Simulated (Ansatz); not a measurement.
# MgZn2O3: the cost of one run

Program: Ansatz 0.2.0. Level of theory: DFT PBE, scalar-relativistic, plane waves, PAW. These are calculated values, not measurements.

### 1 Starting point

The structure is tetragonal, space group I-4m2 (No. 119). The conventional cell has a = 3.260 Å, b = 3.260 Å, c = 13.832 Å, α = 90.00°, β = 90.00°, γ = 90.00°. Mg (site symmetry -4m2) has 4 O at 2.00 Å in its first shell of neighbours. Zn (site symmetry 2mm) is surrounded by 4 O at 2.00 Å. O (site symmetry 2mm) is surrounded by 2 Mg at 2.00 Å and 2 Zn at 2.00 Å. Around O (site symmetry -4m2) lie 4 Zn at 2.00 Å.

Structure file:

```
Mg Zn O
1.0
    -1.63006    1.63006    6.91578
     1.63006   -1.63006    6.91578
     1.63006    1.63006   -6.91578
Mg Zn O
1 2 3
Direct
  0.50000 0.50000 0.00000
  0.83333 0.83333 0.00000
  0.16667 0.16667 0.00000
  0.41667 0.91667 0.50000
  0.08333 0.58333 0.50000
  0.75000 0.25000 0.50000
```

The start is an ordering of an alloy on its end members' structure types: elements ordered on the sites of the ZnO type, Zn/Mg on Zn (I-4m2, No. 119).

### 2 Probe: one point on a coarse mesh

input.yaml reads:

```yaml
crystal:
  lattice:
    - [-1.63006418, 1.63006418, 6.91577662]
    - [1.63006418, -1.63006418, 6.91577662]
    - [1.63006418, 1.63006418, -6.91577662]
  atoms:
    - { symbol: Mg, position: [0.5, 0.5, 0.0] }
    - { symbol: Zn, position: [0.83333333, 0.83333333, 0.0] }
    - { symbol: Zn, position: [0.16666667, 0.16666667, 0.0] }
    - { symbol: O, position: [0.41666667, 0.91666667, 0.5] }
    - { symbol: O, position: [0.08333333, 0.58333333, 0.5] }
    - { symbol: O, position: [0.75, 0.25, 0.5] }
basis:
  ecutwfc: 420
kpoints:
  mp_grid: { grid: [8, 8, 8] }
hamiltonian:
  xc: pbe
scf:
  occupations: { method: gaussian, width: 0.1 }
  lower_state_search: "off"
output:
  forces: true
  stress: true
  eigenvalues: true
```

Command:

```bash
ansatz run input.yaml --threads 1 --pin off --max-ram 2560MiB --backend cpu --events-out ev --progress --plain --runs-dir out
```

What time and memory should one allow on 1 thread of Intel Xeon at 2.50GHz (Skylake/Cascade Lake), shared host?

About 19 s, with a peak of 0.4 GiB.
